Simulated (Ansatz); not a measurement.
The system is MnS.

```
Mn S
1.0
     0.00000    2.60450    2.60450
     2.60450    0.00000    2.60450
     2.60450    2.60450    0.00000
Mn S
1 1
Direct
  0.00000 0.00000 0.00000
  0.50000 0.50000 0.50000
```

| Item | Value |
| --- | --- |
| Program | Ansatz 0.2.0 |
| Task | relaxation of cell and atoms |
| Functional | HSE03 |
| Potentials or basis | Ansatz PAW |
| Cutoff | 420 eV (not typed: the program's choice for these potentials) |
| k mesh | 5 × 5 × 5 |
| Occupations | fermi-dirac, width 0.05 eV |
| Spin | collinear spin, ferromagnetic start |
| Starting moments | [4.0, 0.0] μB |

At the start: volume 17.67 Å³/atom.

Task: Where does the relaxation end?

Result: It ends after 3 steps and the volume is 18.06 Å³/atom (+2.2 %); space group Fm-3m (No. 225, to 0.05 Å); moment 5.00 μB per cell.

The path:
| step | energy change (eV) | largest force (eV/Å) | volume (Å³) |
| --- | --- | --- | --- |
| 1 | 0.0000 | 0.0000 | 35.33 |
| 2 | -0.0042 | 0.0000 | 36.13 |
| 3 | -0.0047 | 0.0000 | 36.13 |

Final structure:
```
Mn S
1.0
     0.00000    2.62378    2.62378
     2.62378    0.00000    2.62378
     2.62378    2.62378    0.00000
Mn S
1 1
Direct
  0.00000 0.00000 0.00000
  0.50000 0.50000 0.50000
```

Caveat: the magnetic or orbital state may not be the lowest; the plane-wave basis is chosen anew once the cell has moved, so the energies of steps on either side of that aren't comparable; a cell with one magnetic atom can't hold antiferromagnetic order, which such compounds often take; the PAW data sets come from PBE, with cores solved anew for the run's functional, which leaves a small shift of forces and pressure.
